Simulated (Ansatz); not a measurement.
Geometry optimisation, DFT PBE, scalar-relativistic, plane waves, PAW (Ansatz 0.2.0).

The input (input.yaml):

```yaml
crystal:
  lattice:
    - [7.9682, 0.0, 0.0]
    - [0.0, 5.6741, 5.6916]
    - [0.0, -5.6741, 5.6916]
  atoms:
    - { symbol: Ba, position: [0.0, 0.0, 0.0] }
    - { symbol: Ti, position: [0.25, 0.25395, 0.25395] }
    - { symbol: O, position: [0.0, 0.24605, 0.24605] }
    - { symbol: O, position: [0.25, 0.251255, 0.496855] }
    - { symbol: O, position: [0.25, 0.496855, 0.251255] }
    - { symbol: Ba, position: [0.0, 0.0, 0.5] }
    - { symbol: Ti, position: [0.25, 0.25395, 0.75395] }
    - { symbol: O, position: [0.0, 0.24605, 0.74605] }
    - { symbol: O, position: [0.25, 0.251255, 0.996855] }
    - { symbol: O, position: [0.25, 0.496855, 0.751255] }
    - { symbol: Ba, position: [0.0, 0.5, 0.0] }
    - { symbol: Ti, position: [0.25, 0.75395, 0.25395] }
    - { symbol: O, position: [0.0, 0.74605, 0.24605] }
    - { symbol: O, position: [0.25, 0.751255, 0.496855] }
    - { symbol: O, position: [0.25, 0.996855, 0.251255] }
    - { symbol: Ba, position: [0.0, 0.5, 0.5] }
    - { symbol: Ti, position: [0.25, 0.75395, 0.75395] }
    - { symbol: O, position: [0.0, 0.74605, 0.74605] }
    - { symbol: O, position: [0.25, 0.751255, 0.996855] }
    - { symbol: O, position: [0.25, 0.996855, 0.751255] }
    - { symbol: Ba, position: [0.5, 0.0, 0.0] }
    - { symbol: Ti, position: [0.75, 0.25395, 0.25395] }
    - { symbol: O, position: [0.5, 0.24605, 0.24605] }
    - { symbol: O, position: [0.75, 0.251255, 0.496855] }
    - { symbol: O, position: [0.75, 0.496855, 0.251255] }
    - { symbol: Ba, position: [0.5, 0.0, 0.5] }
    - { symbol: Ti, position: [0.75, 0.25395, 0.75395] }
    - { symbol: O, position: [0.5, 0.24605, 0.74605] }
    - { symbol: O, position: [0.75, 0.251255, 0.996855] }
    - { symbol: O, position: [0.75, 0.496855, 0.751255] }
    - { symbol: Ba, position: [0.5, 0.5, 0.0] }
    - { symbol: Ti, position: [0.75, 0.75395, 0.25395] }
    - { symbol: O, position: [0.5, 0.74605, 0.24605] }
    - { symbol: O, position: [0.75, 0.751255, 0.496855] }
    - { symbol: O, position: [0.75, 0.996855, 0.251255] }
    - { symbol: Ba, position: [0.5, 0.5, 0.5] }
    - { symbol: Ti, position: [0.75, 0.75395, 0.75395] }
    - { symbol: O, position: [0.5, 0.74605, 0.74605] }
    - { symbol: O, position: [0.75, 0.751255, 0.996855] }
    - { symbol: O, position: [0.75, 0.996855, 0.751255] }
    - { symbol: Ba, position: [0.0110335, 0.9985615, 0.7556412] }
basis:
  ecutwfc: 420.0
kpoints:
  mp_grid: { grid: [2, 2, 2] }
hamiltonian:
  xc: pbe
  pseudopotentials: { kind: paw, azcp: { folder: soft_1 } }
scf:
  occupations: { method: gaussian, width: 0.02 }
  lower_state_search: "off"
relax:
  f_tol: 0.03
  max_steps: 60
  adjacent_minimum: "off"
output:
  write_density: true
  write_potential: true
  elf: true
  volumetric_format: npy
```

Run as:

```bash
$ ansatz run input.yaml --threads 4 --pin off --max-ram 10240MiB --backend cpu --events-out ev --progress --plain --runs-dir out
```

Task: Where does it end, and by what steps?

Result: The run converged. The force dipped under the threshold on the way, but the program's further checks kept it going. Limits of this set-up: coarse k mesh, a small cell, in which the defect meets its images, a typed lattice constant that wasn't relaxed here. After 20 steps the energy has fallen by 28.218 eV; Ba6 moved furthest, 1.22 Å. The start is strongly strained (largest force component 38 eV/Å), so its close contacts needn't be bonds. Parted: Ba6–O8 (2.80 → 4.22 Å), Ba6–O18 (2.84 → 3.92 Å), Ba6–O20 (2.84 → 4.04 Å), Ba6–O40 (2.84 → 4.08 Å). Joined: Ti2–Ba41 (4.89 → 4.27 Å), Ba6–Ba11 (5.67 → 4.76 Å), Ba6–Ba21 (5.66 → 4.83 Å), Ti22–Ba41 (4.96 → 4.25 Å).

| step | energy less start (eV) | largest force component (eV/Å) | accepted |
| --- | --- | --- | --- |
| 0 | 0.0000 | 37.676 | yes |
| 1 | -13.0779 | 18.179 | yes |
| 2 | -22.9882 | 8.904 | yes |
| 3 | -26.6061 | 2.400 | yes |
| 4 | -27.4335 | 0.670 | yes |
| 5 | -27.7189 | 0.908 | yes |
| 6 | -27.9320 | 0.766 | yes |
| 7 | -28.1472 | 0.170 | yes |
| 8 | -28.2135 | 0.115 | yes |
| 9 | -28.2174 | 0.022 | yes |
| 10 | -28.2174 | 0.043 | no |
| 11 | -28.2175 | 0.014 | yes |
| 12 | -28.2175 | 0.018 | yes |
| 13 | -28.2176 | 0.008 | yes |
| 14 | -28.2176 | 0.007 | yes |
| 15 | -28.2176 | 0.005 | yes |
| 16 | -28.2177 | 0.006 | yes |
| 17 | -28.2178 | 0.008 | yes |
| 18 | -28.2178 | 0.011 | yes |
| 19 | -28.2179 | 0.013 | yes |
| 20 | -28.2180 | 0.023 | yes |

```xyz
41
Lattice="7.9682 0.0000 0.0000 0.0000 5.6741 5.6916 0.0000 -5.6741 5.6916" Properties=species:S:1:pos:R:3
Ba -0.003 -0.056 0.011
Ti 2.061 -0.034 2.932
O 0.000 0.143 2.796
O 1.894 -1.489 4.212
O 2.046 1.332 4.322
Ba 0.021 -2.096 1.880
Ti 2.082 -2.871 5.891
O 0.005 -2.858 6.028
O 2.096 -4.208 7.203
O 2.048 -1.400 7.117
Ba 0.002 2.798 2.880
Ti 2.088 2.768 5.579
O 0.002 2.796 5.419
O 1.917 1.442 7.197
O 2.150 4.358 7.010
Ba 0.004 -0.034 5.735
Ti 2.051 -0.063 8.539
O 0.002 -0.199 8.622
O 2.089 -1.520 9.923
O 2.137 1.261 10.125
Ba 3.987 -0.044 0.031
Ti 5.924 -0.034 2.930
O 3.989 -0.055 2.952
O 6.077 -1.494 4.221
O 5.930 1.328 4.325
Ba 3.986 -2.880 2.872
Ti 5.878 -2.864 5.891
O 3.984 -2.769 5.726
O 5.877 -4.210 7.203
O 5.921 -1.402 7.119
Ba 3.988 2.804 2.892
Ti 5.894 2.768 5.586
O 3.988 2.718 5.701
O 6.058 1.440 7.201
O 5.838 4.350 7.015
Ba 3.986 -0.029 5.737
Ti 5.912 -0.068 8.539
O 3.984 -0.013 8.492
O 5.885 -1.522 9.925
O 5.820 1.255 10.127
Ba -0.016 2.029 9.571
```

Whether the end is a true minimum wasn't checked by a vibrational analysis.

The run took 6.6 min on 4 threads of Arm Neoverse V1 (shared host), peak memory 2.7 GiB.
